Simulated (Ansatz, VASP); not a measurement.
**Au in VASP and in Ansatz**

```
CELL_PARAMETERS angstrom
-1.61845 1.61845 1.61845
1.61845 -1.61845 1.61845
1.61845 1.61845 -1.61845
ATOMIC_POSITIONS crystal
Au 0.00000 0.00000 0.00000
```

The cell was built by a generator and needn't be a form met in nature.

Alike in both runs: task relaxation of cell and atoms; functional LDA; k mesh 14 × 14 × 14; occupations fermi-dirac, width 0.1 eV; no spin polarisation.

|  | VASP | Ansatz |
| --- | --- | --- |
| version | VASP 6.6.1 | Ansatz 0.2.0 |
| potentials or method | VASP PAW LDA potentials, release 64 (Au) | plane waves (420 eV) with PAW, scalar-relativistic |
| plane-wave cutoff (eV) | 600 | 420 |
| valence electrons in the cell | 11 | 19 |

|  | VASP | Ansatz | Ansatz less VASP |
| --- | --- | --- | --- |
| relaxed volume (Å³/atom) | 16.65 | 16.59 | -0.058 |
| relaxed cell length with the largest relative difference (Å) | 2.786 | 2.783 | -0.0032 |
| energy change over the relaxation (meV/atom) | -3 | -5 | -1.2 |

The two sets of potentials don't hold the same shells in valence. Ansatz warned: «pseudo_functional_mismatch».

The runs have no spin-orbit coupling, so splittings on Au are missing.
